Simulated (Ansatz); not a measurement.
Level of theory: DFT, RPBE, plane waves (420 eV) with PAW, scalar-relativistic in Ansatz. (PAW data from PBE, frozen cores regenerated.)

An element in the simple cubic structure gives this curve. The cell is scaled uniformly from the relaxed one, with fractional coordinates and shape fixed. Energies are extrapolated to zero smearing, pressures are those at the given smearing. Magnetic state: spin not included.

```json
{"V (Å³/atom)": "12.769", "E − E₀ (meV/atom)": "74.2", "P (GPa)": "15.58"}
{"V (Å³/atom)": "13.350", "E − E₀ (meV/atom)": "30.0", "P (GPa)": "9.08"}
{"V (Å³/atom)": "13.930", "E − E₀ (meV/atom)": "6.8", "P (GPa)": "3.98"}
{"V (Å³/atom)": "14.511", "E − E₀ (meV/atom)": "0.0", "P (GPa)": "-0.02"}
{"V (Å³/atom)": "15.091", "E − E₀ (meV/atom)": "6.1", "P (GPa)": "-3.17"}
{"V (Å³/atom)": "15.671", "E − E₀ (meV/atom)": "22.3", "P (GPa)": "-5.62"}
{"V (Å³/atom)": "16.252", "E − E₀ (meV/atom)": "46.3", "P (GPa)": "-7.54"}
```

Q: Which element is it?
A. ruthenium
B. copper
C. vanadium
D. nickel

A: B. Its fit is V₀ = 14.50 Å³/atom, B₀ = 89 GPa, B₀′ = 5.0.
